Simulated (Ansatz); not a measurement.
# Guessed and relaxed cells of Au

A trial structure of Au was built thus: one element on all sites of the P type (P4/mmm, No. 123). Lengths were set from tabulated atomic sizes, so they are only a guess.

start.cif

```cif
data_structure
_symmetry_space_group_name_H-M 'P 1'
_symmetry_Int_Tables_number 1
_cell_length_a 2.5639
_cell_length_b 2.5639
_cell_length_c 2.6269
_cell_angle_alpha 90.000
_cell_angle_beta 90.000
_cell_angle_gamma 90.000
_cell_volume 17.27
loop_
_atom_site_label
_atom_site_type_symbol
_atom_site_fract_x
_atom_site_fract_y
_atom_site_fract_z
_atom_site_occupancy
Au1 Au 0.00000 0.00000 0.00000 1
```

Level of theory: DFT PBE, scalar-relativistic, plane waves, PAW in Ansatz. Cutoff 420 eV, Gaussian smearing, Γ-centred meshes. Cell and atoms relax first on a coarse mesh and then on a finer one. In between, the cell is made exact in the group found at 0.06 Å. In metals the finer mesh still leaves noise of several meV/atom or more. The steps can't lower the symmetry of their start. No spin polarisation.

end.cif

```cif
data_structure
_symmetry_space_group_name_H-M 'P 1'
_symmetry_Int_Tables_number 1
_cell_length_a 2.7484
_cell_length_b 2.7484
_cell_length_c 2.7484
_cell_angle_alpha 90.000
_cell_angle_beta 90.000
_cell_angle_gamma 90.000
_cell_volume 20.76
loop_
_atom_site_label
_atom_site_type_symbol
_atom_site_fract_x
_atom_site_fract_y
_atom_site_fract_z
_atom_site_occupancy
Au1 Au 0.00000 0.00000 0.00000 1
```

The symmetry goes from P4/mmm (No. 123) to Pm-3m (No. 221). The end has the simple cubic type. The volume per atom grows by 20.2 %, from 17.3 to 20.8 Å³. The shortest distance goes from 2.56 Å (Au–Au) to 2.75 Å (Au–Au). The energy falls by about 0.21 eV/atom (the start's value is from the coarse mesh).

| Item | Value |
| --- | --- |
| Volume per atom | 20.76 Å³ |
| Density | 15.75 g/cm³ |
| Energy over the standard state | +0.20 eV/atom |
| Gap on the 20×20×20 mesh of the 1-atom cell | 0 eV (a metal) |

Energies count from the standard state of Au at the same level. It lies above the standard state, so it could only be metastable.

The last run used Gaussian smearing of 0.10 eV. These runs have no spin–orbit coupling, which can matter for Au. Symmetry constrained the relaxation, so the result can be a saddle point. In all, the 3 runs took 65 s on 1 thread of Intel(R) Xeon(R) Processor @ 2.50GHz (Skylake/Cascade Lake), with other jobs on the host. Another cell of Au relaxed alike, in Im-3m, lies 180 meV/atom lower, so this cell isn't the stable form at this level.
